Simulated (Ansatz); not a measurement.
# W under changes of volume

One of the cells (15.848 Å³/atom); the others are scaled copies at fixed shape and fractional positions:

```
W
1.0
    -1.58234    1.58234    1.58234
     1.58234   -1.58234    1.58234
     1.58234    1.58234   -1.58234
W
1
Direct
  0.00000 0.00000 0.00000
```

| Item | Value |
| --- | --- |
| Program | Ansatz 0.2.0 |
| Functional | revPBE |
| Dispersion | D3(BJ) |
| Potentials or basis | Ansatz PAW |
| Cutoff | 420 eV (not typed: the program's choice for these potentials) |
| k mesh | 12 × 12 × 12 |
| Occupations | fermi-dirac, width 0.05 eV |
| Spin | no spin polarisation |

```tsv
volume (Å³/atom)	energy over the lowest point (meV/atom)	pressure (GPa)
14.897	35.81	16.6
15.214	10.66	8.9
15.531	0.00	1.9
15.848	2.41	-4.4
16.165	16.76	-10.2
16.482	41.96	-15.4
16.798	?	?
```

Task: What does the run at 16.798 Å³/atom give?

Result: Energy over the lowest point 77.05 meV/atom; pressure -20.1 GPa.

Worked out: A Birch-Murnaghan fit of order 3 (a polynomial in V^(-2/3)) to the other rows has its minimum at 15.63 Å³/atom with B0 = V·E''(V) = 317 GPa and B' = 3.7. It gives 76.88 meV/atom at 16.798 Å³/atom, against the run's 77.05, and -dE/dV = -20.0 GPa, against -20.1.

Energies are extrapolated to zero smearing.

Caveats: pairwise dispersion overbinds metals, which lowers pressure and volume; the PAW data sets come from PBE, with cores solved anew for the run's functional, which leaves a small shift of forces and pressure.
